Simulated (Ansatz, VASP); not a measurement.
One calculation of Mg, two programs

The input INCAR:

```
PREC     = Accurate       # precision mode
ENCUT    = 520            # plane-wave cutoff, eV
EDIFF    = 1E-6           # SCF threshold, eV
ISMEAR   = -1             # smearing method
SIGMA    = 0.1            # smearing width, eV
LREAL    = False          # projectors in reciprocal space
LASPH    = True           # aspherical terms in the spheres
NELM     = 100            # most SCF steps
ALGO     = Normal         # electronic algorithm
ISIF     = 2              # what is computed and relaxed
LWAVE    = False          # write WAVECAR
LCHARG   = True           # write CHGCAR
GGA      = CA             # functional
LELF     = True           # ELF
LVHAR    = True         
NBANDS   = 9              # bands
```

Contents of KPOINTS:

```
regular mesh
0
Gamma
  9 9 5
```

File POSCAR:

```
Mg
1.0
    3.1325008903      0.0000000000      0.0000000000
   -1.5662504451      2.7128253484      0.0000000000
    0.0000000000      0.0000000000      5.0848940941
Mg
2
Direct
    0.3333333333      0.6666666667      0.2500000000
    0.6666666667      0.3333333333      0.7500000000
```

Input for Ansatz:

```yaml
crystal:
  lattice:
    - [3.1325008903, 0.0, 0.0]
    - [-1.5662504451, 2.7128253484, 0.0]
    - [0.0, 0.0, 5.0848940941]
  atoms:
    - { symbol: Mg, position: [0.3333333333, 0.6666666667, 0.25] }
    - { symbol: Mg, position: [0.6666666667, 0.3333333333, 0.75] }
hamiltonian:
  xc: lda
  pseudopotentials:
    kind: paw
    azcp:
      Mg: "pseudopotentials/Mg.paw.azcp"
basis:
  ecutwfc: 420
  fft_grid_basis: typed
kpoints:
  mp_grid: { grid: [9, 9, 5], shift: [0, 0, 0] }
magnetization:
  spin_polarized: false
scf:
  occupations: { method: fermi_dirac, width: 0.1 }
  lower_state_search: "off"
output:
  stress: true
  write_density: true
  write_potential: true
  elf: true
  volumetric_format: npy
```

Alike in both runs: task single point; functional LDA; k mesh 9 × 9 × 5; occupations fermi-dirac, width 0.1 eV; no spin polarisation.

|  | VASP | Ansatz |
| --- | --- | --- |
| version | VASP 6.6.1 | Ansatz 0.2.0 |
| potentials or method | VASP PAW LDA potentials, release 64 (Mg) | plane waves (420 eV) with PAW, scalar-relativistic |
| plane-wave cutoff (eV) | 520 | 420 |
| valence electrons in the cell | 4 | 20 |

|  | VASP | Ansatz | Ansatz less VASP |
| --- | --- | --- | --- |
| pressure (GPa) | -0.3 | 0.0 | +0.33 |

The two sets of potentials don't hold the same shells in valence. Ansatz warned: «pseudo_functional_mismatch».
